**Q:** I want to tune the band gap of a single SnO layer by strain. If stretching narrows the gap, will squeezing widen it?

**A:** Hardly, in these PBE calculations. Positive strain means stretching, and positive stress means compression.

Free-standing SnO layer (4 atoms per cell) under biaxial strain, atoms relaxed at each strain, computed with Ansatz 0.2.0 (PBE-D3(BJ), plane-wave PAW, scalar-relativistic, no spin polarisation). Cutoff 420 eV, 6×6×1 k mesh, Gaussian smearing 0.02 eV. Energies count from the unstrained cell (a = b = 3.821 Å); stress is positive in compression, and its yy component equals xx.

```csv
strain (%),energy change (meV/cell),sheet stress xx (N/m),gap on sampled points (eV),thickness (Å)
-4,122.1,3.686,3.079,2.458
-2,28.7,1.669,3.079,2.411
2,25.9,-1.345,2.862,2.313
4,97.8,-2.436,2.554,2.260
7,275.5,-3.650,2.192,2.174
```

The gap on sampled points falls at each step from 2 to 7 % strain, by about 0.13 eV per percent. In the two compressed rows it has one and the same value. A straight line through the three stretched rows, carried on to −4 %, would give a gap more than half an eV wider than the computed one. PBE gaps are generally too small, so the trend deserves more trust than the absolute values.

**Q:** What keeps the gap from opening much under compression?

**A:** A gap is the difference of two energies, so it hides any movement that both share. Measured from the vacuum level, the top of the valence band rises with strain in every row. Between 2 and 7 % it rises by 0.27 eV while the lowest empty state sinks by 0.40 eV, so the two approach each other.

Compression is different because both edges then move the same way. From −2 to −4 % they sink by 0.11 and 0.12 eV on the regular mesh of k points, and the gap hardly notices. Both edges change their k point between these two rows, so these are shifts of the edges, not of single states. The tabulated gaps also count k points beyond that mesh, which makes them about 0.08 eV smaller in these two rows. That the two tabulated gaps agree to the last digit is a coincidence of this near-cancellation.

**Q:** So the lowest empty state sinks when I stretch the sheet and also when I squeeze it. How can that be?

**A:** It is not the same state. The conduction band has several minima, at different wave vectors, and the lowest of them sets the gap. At 4 and 7 % it lies at the zone centre, where the electron wave repeats with the same phase in every cell. At −4 % the lowest one on the regular mesh lies at the midpoint of the zone edge, where the wave changes sign from one cell to the next along one direction in the plane. Stretching lowers the first state and raises the second. At 4 % the second is no longer a minimum, and the zone corner lies below it, at 1.735 against 1.984 eV above the Fermi level.

**Q:** Why should one strain push two empty states in opposite directions?

**A:** The phase, together with the shape of the orbitals, decides whether neighbours bond or antibond. Lengthening a contact weakens both effects: an antibonding level comes down and a bonding level goes up. The zone-centre state sinks, so it behaves as if it were antibonding across contacts that lengthen. In-plane p orbitals pointing at each other from cell to cell would antibond at the zone centre, but in this symmetry such levels come in degenerate pairs. At 4 % the two lowest empty levels there are split, at 1.277 and 1.358 eV above the Fermi level. The state is therefore expected to be built from s and out-of-plane p orbitals. These bond with their like in the next cell, so the antibonding more likely lies across the Sn–O bonds inside the cell, which lengthen at every step. The zone-edge state may be bonding, but its rise is weaker evidence. From −2 to 4 % it climbs by 0.43 eV while the valence top climbs by 0.36 eV, so much of the movement may be a shift that both share. These readings are inferred from the responses and the symmetry, since no orbital projections of the states are available. GaAs shows a similar pattern under pressure: measured from the valence top, the conduction minimum at the zone centre rises, while the one at the zone-boundary point X falls slightly.

The rise shared by the valence top and the zone-edge state may come about because an electron near one atom feels less attraction from neighbours that have moved away. The averaged potential does not test that reading. Averaged over the cell, whose height is the same in every row, the electrostatic energy of an electron lies 1.15 eV below the vacuum level at −2 % strain and 1.00 eV below it at 4 %. Most of this change comes from spreading the same atoms over a larger area, which neutral atoms too far apart to feel each other would also give, so it cannot tell whether or how far any one state should move.

**Q:** Can I estimate the effect without a new calculation?

**A:** Follow each empty state with a straight line and take the lower one. Subtracting the valence top, followed in the same way, then gives the gap on the regular mesh, which in the compressed rows is wider than the tabulated one. The zone-centre state lies at −2.12 eV at −2 % strain and at −2.61 eV at 4 %, which is a slope of $-0.49/6=-0.082$ eV per percent. At 7 % this gives

$$-2.61-3\times0.082=-2.86\ \text{eV}.$$

The calculation gives −2.82 eV, and that row had no part in setting the line. A second line, drawn for the zone-edge state through the same two strains, gives the conduction minimum on the regular mesh at −4 % to about 0.01 eV. The printed output lists both lines beside the computed edges.

The picture is poorest at −2 %. There a third minimum, between the zone centre and the corner, undercuts both states, the lower one by about 0.1 eV once points beyond the regular mesh are included. At −4 %, too, a state off the regular mesh may lie below the zone-edge one, since the tabulated gap is smaller than the mesh gap. In the unstrained sheet the third minimum is again the lowest on the regular mesh. The changeover near zero strain therefore involves more than two states, and wherever one minimum takes over from another, the slope of the gap is expected to change abruptly.

**Q:** The stretched sheet also gets thinner and softer. Is it softer because it flattens?

**A:** Flattening helps the sheet to stretch, but it is probably not what makes it softer. The tin planes move towards the oxygen plane between them, which spares the Sn–O bonds about 40 % of the lengthening they would suffer at fixed thickness. That relief stays steady: each percent of strain adds about 0.01 Å to the bond throughout the series.

Yet the stiffness, meaning the change of stress per unit strain, drops from about 100 N/m between the compressed rows to 40 N/m between 4 and 7 %. The same extra bond length thus meets less and less resistance. A chemical bond usually behaves like this, resisting being shortened more strongly than being pulled out, but the Sn–O bonds cannot be the whole story. If only their lengths mattered, the tin planes would shift until every bond kept its length, and the sheet would stretch without resistance. Bond angles and contacts between like atoms are therefore expected to resist as well, and these data do not separate the shares. The relaxations keep the symmetry of the sheet, so a distortion that breaks it could make the real layer softer still.

Printed output of the fit:

```
fit of sheet_stress_xx on 5 rows: coefficient of strain -0.7503 +/- 0.0014, coefficient of strain**2 0.03917 +/- 0.00024, coefficient of strain**3 -0.0009251 +/- 5.7e-05; rms 0.00361, worst 2 -0.00631, leave-one-out rms 0.0103
Geometry and stiffness, rates count from the row before:
  row  edge_A  SnO_A  SnSn_across_A  SnO_A_per_percent  stiffness_N_per_m  energy_from_stress_meV
   -4   3.668  2.208          3.573                n/a                n/a                   122.3
   -2   3.745  2.227          3.581           0.009517              100.8                   28.92
    2   3.897  2.266          3.598           0.009808              75.35                   25.85
    4   3.974  2.286          3.606           0.009863              54.55                   97.74
    7   4.088  2.315          3.617           0.009832              40.47                   275.4
Sn-O growth from -4 to 7 percent strain, in angstrom: 0.1075
the same growth if the thickness had stayed as at -4, in angstrom: 0.1775
share of that growth spared by flattening, in percent: 39.43
Band edges against vacuum in eV:
  row  valence_top  conduction_minimum  mesh_gap  centre_line  zone_edge_line  lower_line_less_minimum
   -4       -5.634               -2.48     3.154       -1.957          -2.473                 0.006667
   -2       -5.527              -2.363     3.164        -2.12           -2.33                    0.033
    2       -5.286              -2.422     2.864       -2.447          -2.043                 -0.02467
    4       -5.165              -2.611     2.554        -2.61            -1.9                    0.001
    7       -5.012               -2.82     2.192       -2.855          -1.685                   -0.035
lower line at zero strain, in eV (mesh minimum of the unstrained sheet is -2.293): -2.283
strain where the two lines cross, in percent: -0.6304
valence top, change from -2 to -4 percent, in eV: -0.107
conduction minimum, change from -2 to -4 percent, in eV: -0.117
valence top, change from 2 to 7 percent, in eV: 0.274
conduction minimum, change from 2 to 7 percent, in eV: -0.398
fit of gap_on_sampled_points on 3 rows (strain > 0): constant 3.112 +/- 0.044, coefficient of strain -0.1329 +/- 0.0091; rms 0.0187, worst 4 0.0263, leave-one-out rms 0.0731
  rows outside the fit (model, value, miss): -4 3.644, 3.079, 0.565; -2 3.378, 3.079, 0.299
```
